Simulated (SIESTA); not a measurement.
Crystal: BN.

```
N B
1.0
     0.00000    1.81300    1.81300
     1.81300    0.00000    1.81300
     1.81300    1.81300    0.00000
N B
1 1
Direct
  0.25000 0.25000 0.25000
  0.00000 0.00000 0.00000
```

The cell is a database's computed one.

Program: SIESTA 5.4.2. Alike in all runs: no spin polarisation; cell as given; k mesh 13 × 13 × 13; smearing fermi-dirac 0.05 eV; grid cutoff 800 Ry.

Q: Order these runs on this cell by their pressure, lowest first.
A. level BLYP; potentials or basis PseudoDojo 0.4 standard (PBE files), DZP (energy shift 0.003 Ry); energy shift 0.003 Ry
B. level PBEsol; potentials or basis PseudoDojo 0.4 standard (PBEsol files), DZP (energy shift 0.003 Ry); energy shift 0.003 Ry
C. level vdW-DF-cx; potentials or basis PseudoDojo 0.4 standard (PBE files), DZP (energy shift 0.003 Ry); energy shift 0.003 Ry
D. level PBE; potentials or basis PseudoDojo 0.4 standard (PBE files), DZP (energy shift 0.003 Ry); energy shift 0.003 Ry
E. level vdW-DF-C09; potentials or basis PseudoDojo 0.4 standard (PBE files), SZP (energy shift 0.005 Ry); energy shift 0.005 Ry

A: B (-2.4 GPa), C (0.5 GPa), D (2.6 GPa), E (9.6 GPa), A (13.5 GPa).

Caveats: the basis of atomic orbitals isn't converged, which shifts pressures, moduli and gaps; the potentials were made for another functional, which shifts forces and pressure (some runs).

Not every run made on this cell is shown here.
